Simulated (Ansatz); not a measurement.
A vibration from a frozen displacement in Si

The calculation used DFT LDA, scalar-relativistic, plane waves, PAW in Ansatz. Settings: plane waves to 420 eV, k-mesh 10×10×10 (Γ-centred), Gaussian smearing 0.03 eV. No spin polarisation. Energies are free energies at this smearing, counted from the undisturbed cell; pressure is positive in compression.

Zero of the scan (relaxed at this level; this form isn't the usual structure):

```
Si
1.0
    -3.30127    3.30127    1.90836
     3.30127   -3.30127    1.90836
     3.30127    3.30127   -1.90836
Si
4
Direct
  0.17884 0.17884 0.35769
  0.82116 0.82116 0.64231
  0.17884 0.82116 0.00000
  0.82116 0.17884 0.00000
```

Atom 1 (Si) is moved by x along the Cartesian unit vector (0.000, 0.000, 1.000); the cell and all other atoms stay fixed. The cell's volume is 83.19 Å³; the moved atoms weigh 28.085 u together and the others 84.255 u. Some rows repeat others by symmetry and weren't run.

| x (Å) | ΔE (meV/cell) | total force on the moved atoms along the move (eV/Å) | pressure (GPa) |
| --- | --- | --- | --- |
| -0.6000 | 2543.18 | 9.0306 | 8.1291 |
| -0.5400 | 2033.77 | 7.9567 | 6.4639 |
| -0.4800 | 1587.66 | 6.9201 | 5.0150 |
| -0.4200 | 1202.43 | 5.9289 | 3.7684 |
| -0.3600 | 875.22 | 4.9855 | 2.7185 |
| -0.3000 | 603.27 | 4.0873 | 1.8586 |
| -0.2400 | 383.79 | 3.2332 | 1.1873 |
| -0.1200 | 95.32 | 1.5909 | 0.3047 |
| 0.0000 | 0.00 | 0.0000 | 0.0161 |
| 0.1200 | 95.32 | -1.5909 | 0.3047 |
| 0.2400 | 383.79 | -3.2332 | 1.1873 |
| 0.3000 | 603.27 | -4.0873 | 1.8586 |
| 0.3600 | 875.22 | -4.9855 | 2.7185 |
| 0.4200 | 1202.43 | -5.9289 | 3.7684 |
| 0.4800 | 1587.66 | -6.9201 | 5.0150 |
| 0.5400 | 2033.77 | -7.9567 | 6.4639 |
| 0.6000 | 2543.18 | -9.0306 | 8.1291 |

Question: What frequency belongs to this motion?

Answer: The force constant is k = −dF/dx = 13.258 eV/Å², from the parabola through x = -0.1200, 0 and 0.1200. In every cell the moved atoms swing against the rest, so the mass is μ = m₁m₂/(m₁ + m₂) = 21.064 u, and ν̃ = 521.5 cm⁻¹ × √(|k|/μ) = 414 cm⁻¹. The pattern needn't be a normal mode: ν̃² is then a weighted mean of the squared nonzero frequencies at the zone centre of this cell, taken without macroscopic field, so it lies between the lowest and the highest of them.

Question: How far does the harmonic law reach?

Answer: At x = -0.600 Å, kx²/2 = 2386.35 meV against the computed 2543.18 meV (+6.6 %): the well is still close to harmonic there.

Question: The pressure changes with x². What does that say about the frequency under compression?

Answer: With E = k(V)x²/2, k ∝ V^(−2γ) and x scaling with the cell as V^(1/3), P − P0 = −∂E/∂V = (2γ − 2/3) ΔE/V. At x = 0.2400 Å, V(P − P0) = 83.19 × 1.17118 / 160.2 eV = 608.13 meV and ΔE = 383.79 meV, so γ = 1/3 + V(P − P0)/(2ΔE) = 1.13. This is the Grüneisen parameter of the motion under uniform scaling of the cell: shrinking the cell evenly by 1 % in volume raises the frequency by about 1.13 %.

The gap closes along the scan, which can put kinks into the curve.

The moved atom sits in a well that stiffens slightly at large amplitude, with energy and pressure both even in x. The structure explains this: silicon forms a fourfold-bonded network containing planar square rings, and the atom moves perpendicular to its ring, which is a mirror plane. Of its two bonds out of that plane, one shortens while the other lengthens, so the odd anharmonic terms cancel. What remains is probably dominated by the steep repulsion in the shortened bond, which outweighs the softening of the stretched one.

The same bond stretching accounts for the positive Grüneisen parameter, whereas bond-bending acoustic modes in tetrahedral silicon can soften under compression. The frequency lies below the zone-centre optical mode of diamond-type silicon, but this doesn't show weaker bonds, since displacing a single atom mixes stretching with softer bending motion. Nor does the positive curvature establish dynamical stability, because an unstable mode could be hidden in the average or lie elsewhere in the Brillouin zone.
